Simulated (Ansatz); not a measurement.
The system is W2C.

```
CELL_PARAMETERS angstrom
3.07005 0.00000 0.00000
-1.53502 2.65874 0.00000
0.00000 0.00000 4.67843
ATOMIC_POSITIONS crystal
W 0.66667 0.33333 0.25367
W 0.33333 0.66667 0.74633
C 0.00000 0.00000 0.00000
```

The cell comes from a database or a generator and needn't be the stable form of this composition.

- Program: Ansatz 0.2.0
- Task: single point
- Functional: PBE
- Potentials or basis: all-electron LAPW, scalar-relativistic
- Cutoff: 358 eV (chosen from the basis error)
- Basis error allowed: 0.001 eV/atom
- k mesh: 10 × 10 × 6
- Occupations: fermi-dirac, width 0.05 eV
- Spin: no spin polarisation

On this cell: pressure -1.7 GPa; largest force 0.009 eV/Å; band gap on the k mesh none (metal or under the smearing width).

The same run follows on a disturbed copy (atoms moved at random, drawn with an rms of 0.05 Å):

```
CELL_PARAMETERS angstrom
3.07005 0.00000 0.00000
-1.53502 2.65874 0.00000
0.00000 0.00000 4.67843
ATOMIC_POSITIONS crystal
W 0.67577 0.34560 0.24777
W 0.31756 0.65626 0.74355
C 0.99988 0.00368 0.99864
```

Problem. What changes?

Solution. The energy (extrapolated to zero smearing) moves by +4.5 meV/atom; pressure -0.9 GPa; largest force 0.445 eV/Å; band gap on the k mesh none (metal or under the smearing width).

Forces in eV/Å, atoms in the order of the input:
```
W   -0.118 -0.232  0.361
W    0.188  0.343 -0.143
C   -0.070 -0.111 -0.218
```

Stress tensor (GPa, compression positive):
```
-2.19 -0.52 -1.21
-0.52 -0.37 -2.03
-1.21 -2.03 -0.17
```
